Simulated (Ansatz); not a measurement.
# Si: a tetragonal deformation path

The task here is to estimate one member of a computed series from the others.

Computed with Ansatz 0.2.0 (DFT PBE, scalar-relativistic, plane waves, PAW, unless a step's input says otherwise).

## Starting point

The structure is cubic, space group Fd-3m (No. 227). Conventional cell: a = 5.431 Å, b = 5.431 Å, c = 5.431 Å, α = 90.00°, β = 90.00°, γ = 90.00°. Around Si (site symmetry -43m) lie 4 Si at 2.35 Å.

Coordinates:

```cif
data_structure
_symmetry_space_group_name_H-M 'P 1'
_symmetry_Int_Tables_number 1
_cell_length_a 3.8403
_cell_length_b 3.8403
_cell_length_c 3.8403
_cell_angle_alpha 60.000
_cell_angle_beta 60.000
_cell_angle_gamma 60.000
_cell_volume 40.05
loop_
_atom_site_label
_atom_site_type_symbol
_atom_site_fract_x
_atom_site_fract_y
_atom_site_fract_z
_atom_site_occupancy
Si1 Si 0.50000 0.50000 0.50000 1
Si2 Si 0.75000 0.75000 0.75000 1
```

The cell is taken as given, not relaxed at this level.

## The reference cell

The reference gives a free energy of -1271.6142 eV, pressure 2.01 GPa, largest force 0.000 eV/Å and gap on the mesh 0.58 eV. It was computed beforehand with the settings of the runs below.

Set-up of the first run:

At fixed volume and fractional coordinates, lengths along (0.000, 0.000, 1.000) are scaled against those across it; ρ is that ratio over its starting value.

Contents of input.yaml:

```yaml
crystal:
  lattice:
    - [0.0, 3.048165462, 2.1550529816]
    - [3.048165462, 0.0, 2.1550529816]
    - [3.048165462, 3.048165462, 0.0]
  atoms:
    - { symbol: Si, position: [0.5, 0.5, 0.5] }
    - { symbol: Si, position: [0.75, 0.75, 0.75] }
basis:
  ecutwfc: 420
kpoints:
  mp_grid: { grid: [10, 10, 10] }
hamiltonian:
  xc: pbe
scf:
  occupations: { method: gaussian, width: 0.05 }
output:
  forces: true
  stress: true
  eigenvalues: true
```

On the command line:

```bash
$ ansatz run input.yaml --threads 1 --pin off --max-ram 2560MiB --backend cpu --events-out ev --progress --plain --runs-dir out
```

Among the steps run: ρ = 0.707; ρ = 1.414; Point ρ = 0.850; Point ρ = 1.200; At ρ = 0.780; ρ = 1.300; Point ρ = 0.920; Point ρ = 1.100; At ρ = 0.650; Point ρ = 1.500; At ρ = 0.960; At ρ = 1.050.

One table of the session follows, with a row left open; its other results are not shown here.

| ρ | ΔE (meV/atom) | pressure (GPa) | gap on the mesh (eV) |
| --- | --- | --- | --- |
| 0.650 | 355.4 | -4.9 | 0.00 |
| 0.707 | 265.5 | -2.8 | 0.00 |
| 0.780 | 163.1 | -0.6 | 0.00 |
| 0.850 | 82.6 | 0.8 | 0.00 |
| 0.920 | 25.0 | 1.8 | 0.00 |
| 0.960 | 6.4 | 2.0 | 0.15 |
| 1.000 | 0.0 | 2.0 | 0.58 |
| 1.050 | 10.1 | 1.9 | 0.32 |
| 1.100 | ? | ? | ? |
| 1.200 | 157.4 | 0.9 | 0.00 |
| 1.300 | 329.3 | 0.0 | 0.00 |
| 1.414 | 523.7 | -1.5 | 0.00 |
| 1.500 | 631.5 | -3.1 | 0.00 |

**Question.** Estimate the row for ρ = 1.100.

Worked estimate for «ΔE (meV/atom)». A straight line through the neighbours (1.050, 10.1) and (1.200, 157.4) gives 10.1 + (157.4 − 10.1) × (1.100 − 1.050) / (1.200 − 1.050) = 59.2; a parabola fitted to 4 rows on both sides gives 44.7.

The run gave: ΔE (meV/atom): 40.3; pressure (GPa): 1.7; gap on the mesh (eV): 0.06. In «ΔE (meV/atom)» the line misses by +18.9 and the parabola by +4.4.

Where the gap reads zero, the mesh chosen for the insulator is on the coarse side.
